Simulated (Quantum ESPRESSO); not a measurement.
Crystal: CoO.

```xyz
2
Lattice="0.0000 2.1315 2.1315 2.1315 0.0000 2.1315 2.1315 2.1315 0.0000" Properties=species:S:1:pos:R:3 pbc="T T T"
Co    0.0000    0.0000    0.0000
O     2.1315    2.1315    2.1315
```

Base run:

```yaml
Program: Quantum ESPRESSO 7.5
Functional: PBEsol
Potentials_or_basis: PseudoDojo 0.4.1 SR PBEsol standard
Cutoff: 1306 eV
Density_cutoff: 5225 eV
k_mesh: 11 × 11 × 11
Occupations: fermi-dirac, width 0.05 eV
Spin: collinear spin, ferromagnetic start
Starting_moments: "[2.0, 0.0] μB"
```

Its results: band gap on the k mesh none (metal or under the smearing width); pressure -11.1 GPa; net moment 2.98 μB per cell; site moments Co +2.52; O +0.36 μB.

Problem. The run is repeated on the same cell with these changes: potentials or basis from PseudoDojo 0.4.1 SR PBEsol standard to GBRV 1.5 PBEsol; cutoff from 1306 eV to 762 eV; density cutoff from 5225 eV to 6095 eV. What comes out?

Solution. Band gap on the k mesh none (metal or under the smearing width); pressure -10.7 GPa; net moment 2.99 μB per cell; site moments Co +2.54; O +0.35 μB.

Caveats: a cell with one magnetic atom can't hold antiferromagnetic order, which such compounds often take; semilocal functionals often make such compounds metallic where correlation or magnetic order opens a gap, which also shifts bond lengths.

Not every run made on this cell is shown here.
